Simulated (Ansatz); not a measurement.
# Static equation of state of wurtzite SiC, size series (200 atoms)

The cell holds 200 atoms: 100 Si and 100 C. Its edges and angles: a = 15.460 Å, b = 15.460 Å, c = 10.154 Å, α = 90.0°, β = 90.0°, γ = 120.0°. It derives from SiC (wurtzite), repeated 5×5×2. The starting structure: Wurtzite SiC (a = 3.076 Å, c = 5.048 Å), 5 x 5 x 2 conventional cells; every coordinate displaced by a Gaussian of 0.08 Å.

Calculated with Ansatz 0.2.0: Kohn-Sham DFT, PBE, PAW (set soft_1), plane waves; cutoff 420 eV, Γ point, fixed occupations. Cell and atoms were relaxed first, to V0 = 10.509 Å³ an atom at a residual P0 = -0.002 GPa. The cell was then scaled evenly, and the atoms were relaxed at each volume.

| volume (Å³/atom) | pressure (GPa) |
| --- | --- |
| 9.4579 | 27.63 |
| 9.8783 | ? |
| 10.194 | 6.906 |
| 10.824 | -5.963 |
| 11.139 | -11.09 |

**Question.** Fit the third-order Birch–Murnaghan equation to the rows given and interpolate to the withheld row.

Worked fit:

Take the Eulerian strain f = ½[(V0/V)^(2/3) − 1] and the normalised pressure F = (P − P0) / [3f(1 + 2f)^(5/2)]. The third-order Birch–Murnaghan equation is then the line F = B0 + (3/2)B0(B′ − 4) f, so u = f and v = F.

| u = f | v = F (GPa) |
| --- | --- |
| 0.0363830 | 212.409 |
| 0.0102571 | 213.370 |
| -0.00975649 | 213.932 |
| -0.0190505 | 213.891 |

With n = 4: mean u = 0.00445827, mean v = 213.401, Σ(u − ū)² = 0.0018075, Σ(u − ū)(v − v̄) = -0.050898. Slope b = -0.050898 / 0.0018075 = -28.159; intercept a = v̄ − b ū = 213.53.

So B0 = a = 214 GPa and B′ = 4 + 2b/(3a) = 3.91. At the withheld volume f = 0.02106, F = a + b f = 212.9 GPa, and P = P0 + 3f(1 + 2f)^(5/2) F.

Prediction at 9.8783: 14.91 GPa. The run gave 14.92 GPa, so the fit is low by 0.011 GPa (0.074 % of the value).

B′ = 3.9 lies in the range of 3 to 6 that is common for dense crystals. Among the rows given, the largest miss of the fit is at 9.4579, by 0.012 GPa (0.031 % of the range of the table).

Limits: Static cells at zero temperature; the cell shape is held. The program notes that the SCF threshold of these relaxations is loose for the stress. Only the Γ point is sampled, in a cell whose shortest periodic width is 10 Å.

[Hosts, paths, dates, database ids (printed as entryN), source tags and the programs' standing remarks are cut or masked in the printed files.]
